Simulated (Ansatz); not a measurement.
# C under strains and displacements

Level of theory: DFT PBEsol, scalar-relativistic, plane waves, PAW (Ansatz).

Cutoff 420 eV; k points 18×18×6 on the computed 2-atom cell (Γ-centred); Gaussian smearing, width 0.10 eV; no spin polarisation.

Reference cell:

```
C
1.0
     2.45617    0.00000    0.00000
    -1.22809    2.12711    0.00000
     0.00000    0.00000    8.52380
C
2
Direct
  0.33333 0.66667 0.00000
  0.66667 0.33333 0.00000
```

Each variant moves atoms of this cell by the vectors given, if any (Å), and then applies a symmetric strain (tensor components, Cartesian axes). The reference cell isn't relaxed at this level. Energies are per atom at zero smearing, counted from the lowest variant. Pressure is positive in compression.

1. no strain; moves: C2 (0.018, 0.040, 0.011)
2. strain (xx yy zz yz xz xy, %) -3.65 -3.75 -3.92 -0.20 -0.02 0.50; moves: C1 (0.011, 0.046, -0.037); C2 (-0.011, -0.046, 0.037)
3. no strain; moves: C1 (0.000, 0.000, 0.090)

**Question.** Order the variants by energy, lowest first.

**Answer.** 1 (0.0 meV/atom), 3 (8.8 meV/atom), 2 (267.7 meV/atom).

**Question.** Order them by pressure, highest first.

**Answer.** 2 (17.87 GPa), 1 (0.70 GPa), 3 (0.16 GPa).

Each cell of C holds layers, and where no dispersion correction was added their binding is poorly described.

This form isn't the element's structure at ambient conditions.